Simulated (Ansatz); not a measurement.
## Sn: energy along a strain

Sn, I4/mmm, a = 3.509 Å, c = 4.335 Å. This isn't the element's structure at ambient conditions. Ansatz: PBE+D3(BJ), PAW, 420 eV, Γ-centred 24×24×24 mesh on 1 atom, Gaussian smearing 0.15 eV; no spin polarisation. Cell vectors (Å): -1.754 1.755 2.167; 1.754 -1.755 2.167; 1.754 1.755 -2.167. The cell is strained by x per cent times the pattern (0 1 0 0 0 0) in the order xx yy zz yz xz xy (engineering shears), with fractional coordinates held. y is the free energy over the start, V0 = 26.689 Å³/atom.

| x (%) | y (meV/atom) |
| --- | --- |
| -2.00 | 2.06 |
| -1.50 | 1.13 |
| -1.00 | 0.49 |
| -0.50 | 0.12 |
| 0.00 | 0.00 |
| 0.50 | 0.13 |
| 1.00 | 0.48 |
| 1.50 | ? |
| 1.75 | 1.45 |
| 2.00 | 1.88 |

Problem. Fit y = c2 x² + c3 x³ to the other rows, get the stiffness along the pattern, and predict the missing energy.

Solution. Least squares on the rows shown. y = 0.4915 x² − 0.01073 x³. The clamped-ion stiffness p·C·p = 2 × 4.915 eV × 160.2 / 26.689 Å³ = 59 GPa, which is C22 in these axes. At x = 1.50 the fit asked for gives 1.07 meV/atom. The run gave 1.07 meV/atom, the same to the digits shown.